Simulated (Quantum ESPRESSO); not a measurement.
WS2 (Tungstenite):

```
W S
1.0
     3.18000    0.00000    0.00000
    -1.59000    2.75396    0.00000
     0.00000    0.00000   12.50000
W S
2 4
Direct
  0.66667 0.33333 0.75000
  0.33333 0.66667 0.25000
  0.66667 0.33333 0.37500
  0.33333 0.66667 0.87500
  0.66667 0.33333 0.12500
  0.33333 0.66667 0.62500
```

Base run:

| Item | Value |
| --- | --- |
| Program | Quantum ESPRESSO 7.5 |
| Functional | PBE |
| Potentials or basis | SSSP 1.3 efficiency PBE |
| Cutoff | 748 eV |
| Density cutoff | 5987 eV |
| k mesh | 10 × 10 × 3 |
| Occupations | fermi-dirac, width 0.05 eV |
| Spin | no spin polarisation |

Its results: band gap on the k mesh 1.12 eV, indirect (least direct gap 2.08 eV); pressure 2.5 GPa; largest force 0.160 eV/Å.

After a change of settings the same cell gave: band gap on the k mesh 1.12 eV, indirect (least direct gap 2.08 eV); pressure 1.9 GPa; largest force 0.160 eV/Å. Which change was it?
A. potentials or basis from SSSP 1.3 efficiency PBE to GBRV 1.5 PBE; cutoff from 748 eV to 612 eV; density cutoff from 5987 eV to 4898 eV
B. functional from PBE to PBEsol; potentials or basis from SSSP 1.3 efficiency PBE to GBRV 1.5 PBEsol; cutoff from 748 eV to 762 eV; density cutoff from 5987 eV to 6095 eV
C. functional from PBE to LDA; potentials or basis from SSSP 1.3 efficiency PBE to GBRV 1.5 LDA; cutoff from 748 eV to 612 eV; density cutoff from 5987 eV to 4898 eV

A.

Caveats: spin-orbit coupling is left out, which moves the levels of the heavy elements; this functional lacks dispersion, which binds the layers, so the pressure and a relaxed spacing across them are unreliable; an odd mesh through Γ misses points on the zone boundary, where band edges often lie (some runs).

Not every run made on this cell is shown here.
